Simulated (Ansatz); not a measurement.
**ZnAu: energy and pressure over a range of volumes**

An exercise on one series of results from a longer session: the logs are not shown, and one member is left open.

Computed with Ansatz 0.2.0 (DFT PBE, scalar-relativistic, unless a step's input says otherwise).

### The system as given

The structure is cubic, space group Pm-3m (No. 221). The conventional cell has a = 3.147 Å, b = 3.147 Å, c = 3.147 Å, α = 90.00°, β = 90.00°, γ = 90.00°. Zn (site symmetry m-3m) has 8 Au at 2.73 Å as nearest neighbours. Au (site symmetry m-3m) is surrounded by 8 Zn at 2.73 Å.

As a file:

```cif
data_structure
_symmetry_space_group_name_H-M 'P 1'
_symmetry_Int_Tables_number 1
_cell_length_a 3.1470
_cell_length_b 3.1470
_cell_length_c 3.1470
_cell_angle_alpha 90.000
_cell_angle_beta 90.000
_cell_angle_gamma 90.000
_cell_volume 31.17
loop_
_atom_site_label
_atom_site_type_symbol
_atom_site_fract_x
_atom_site_fract_y
_atom_site_fract_z
_atom_site_occupancy
Zn1 Zn 0.50000 0.50000 0.50000 1
Au1 Au 0.00000 0.00000 0.00000 1
```

The structure is an experimental refinement, used without relaxation.

Atoms are numbered in the order of the input: Zn1, Au2.

The first run:

input.yaml reads:

```yaml
crystal:
  lattice:
    - [3.0936507106, 0.0, 0.0]
    - [0.0, 3.0936507106, 0.0]
    - [0.0, 0.0, 3.0936507106]
  atoms:
    - { symbol: Zn, position: [0.5, 0.5, 0.5] }
    - { symbol: Au, position: [0.0, 0.0, 0.0] }
kpoints:
  mp_grid: { grid: [12, 12, 12] }
scf:
  occupations: { method: fermi_dirac, width: 0.05 }
hamiltonian:
  xc: pbe
  pseudopotentials: { kind: all_electron, lapw: { basis_error: 0.0005 } }
output:
  forces: true
  stress: true
  eigenvalues: true
```

Steps of the session up to this table: Volume × 0.95, LAPW; Volume × 0.95, PAW; Volume × 0.95, crystal datasets; Volume × 0.975, LAPW; Volume × 0.975, PAW; Volume × 1.025, LAPW; Volume × 1.025, PAW; Volume × 1.05, LAPW; Volume × 1.05, PAW; Volume × 1.05, crystal datasets.

One table of the session follows, with a row left open; its other results are not shown here.

It belongs to the step «Fits». 

```
          method  volume (Å³/atom)  pressure (GPa)
            LAPW            14.804           13.25
            LAPW            15.194            8.73
            LAPW            15.583            4.87
            LAPW            15.973               ?
            LAPW            16.362           -1.26
             PAW            14.804           13.26
             PAW            15.194            8.73
             PAW            15.583            4.86
             PAW            15.973            1.55
             PAW            16.362           -1.28
crystal datasets            14.804           13.25
crystal datasets            15.583            4.87
crystal datasets            16.362           -1.26
```

Estimate the missing values for LAPW, 15.973.

The run gave: pressure (GPa): 1.56. In the column «pressure (GPa)» it lies between PAW, 15.973 (1.55) and PAW, 15.583 (4.86).

To keep in mind: Warnings in the runs' records: gradients without spin orbit, crystal datasets made.
